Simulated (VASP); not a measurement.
The system is Cu3N.

```
N Cu
1.0
     3.82000    0.00000    0.00000
     0.00000    3.82000    0.00000
     0.00000    0.00000    3.82000
N Cu
1 3
Direct
  0.00000 0.00000 0.00000
  0.50000 0.00000 0.00000
  0.00000 0.50000 0.00000
  0.00000 0.00000 0.50000
```

The cell was built by a generator and needn't be a form met in nature.

```yaml
Program: VASP 6.6.1
Task: relaxation of cell and atoms
Functional: PBEsol
Potentials_or_basis: VASP PAW PBE potentials, release 64 (N, Cu)
Cutoff: 600 eV
k_mesh: 10 × 10 × 10
Occupations: gaussian, width 0.15 eV
Spin: no spin polarisation
```

At the start: pressure -4.7 GPa; volume 13.94 Å³/atom.

**Question.** Where does the relaxation end?

**Answer.** Over 3 steps the energy falls by 8.3 meV/atom and the volume is 13.39 Å³/atom (-3.9 %); space group Pm-3m (No. 221, to 0.05 Å).

Step by step:
| step | energy change (eV) | largest force (eV/Å) | pressure (GPa) | volume (Å³) |
| --- | --- | --- | --- | --- |
| 1 | 0.0000 | 0.0000 | -4.67 | 55.74 |
| 2 | -0.0241 | 0.0000 | 2.69 | 52.53 |
| 3 | -0.0330 | 0.0000 | 0.01 | 53.58 |

Final structure:
```
N Cu
1.0
     3.76993    0.00000    0.00000
     0.00000    3.76993    0.00000
     0.00000    0.00000    3.76993
N Cu
1 3
Direct
  0.00000 0.00000 0.00000
  0.50000 0.00000 0.00000
  0.00000 0.50000 0.00000
  0.00000 0.00000 0.50000
```

Caveat: the PAW data sets were made with another functional, which shifts forces and pressure a little; the run has no spin polarisation, though such a crystal can be magnetic.
